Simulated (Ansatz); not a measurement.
What a change of settings does to a run on RuS$_{2}$

The cell was built from the fluorite type and relaxed in the same program, and has space group Fm-3m; it needn't be a known or the stable phase.

First run: DFT, PBE, all-electron LAPW, scalar-relativistic (Ansatz 0.2.0).

Command: `ansatz run input.yaml --threads 1 --pin off --max-ram 3072MiB --backend cpu --events-out ev --progress --plain --runs-dir out` The run took about 30 s on 1 thread of a shared machine.

```yaml
crystal:
  lattice:
    - [0.0, 2.8666412919, 2.8666412919]
    - [2.8666412919, 0.0, 2.8666412919]
    - [2.8666412919, 2.8666412919, 0.0]
  atoms:
    - { symbol: Ru, position: [0.0, 0.0, 0.0] }
    - { symbol: S, position: [0.25, 0.25, 0.25] }
    - { symbol: S, position: [0.75, 0.75, 0.75] }
kpoints:
  mp_grid: { grid: [11, 11, 11] }
  band_path:
    path:
      - [0.0, 0.0, 0.0]
      - [0.5, 0.0, 0.5]
      - [0.625, 0.25, 0.625]
      - [0.375, 0.375, 0.75]
      - [0.0, 0.0, 0.0]
      - [0.5, 0.5, 0.5]
      - [0.5, 0.25, 0.75]
      - [0.5, 0.0, 0.5]
    npoints: 8
scf:
  occupations: { method: fermi_dirac, width: 0.03 }
hamiltonian:
  xc: pbe
  pseudopotentials: { kind: all_electron, lapw: { basis_error: 0.0005 } }
output:
  forces: true
  stress: true
  eigenvalues: true
  populations: true
  dos: { projected: true, de: 0.2, e_range: [-14, 8] }
```

Result: converged; pressure 0.03 GPa; no gap on the k mesh; 8 SCF iterations.

The input is then changed:

```diff
@@ -22,5 +22,5 @@
     npoints: 8
 scf:
-  occupations: { method: fermi_dirac, width: 0.03 }
+  occupations: { method: tetrahedron }
 hamiltonian:
   xc: pbe
@@ -31,4 +31,3 @@
   eigenvalues: true
   populations: true
-  dos: { projected: true, de: 0.2, e_range: [-14, 8] }
```

Task: What does the second run give?

Result: It converged; energy at zero smearing -0.2 meV/atom from the first run; pressure 0.00 GPa; no gap on the k mesh; 11 SCF iterations.
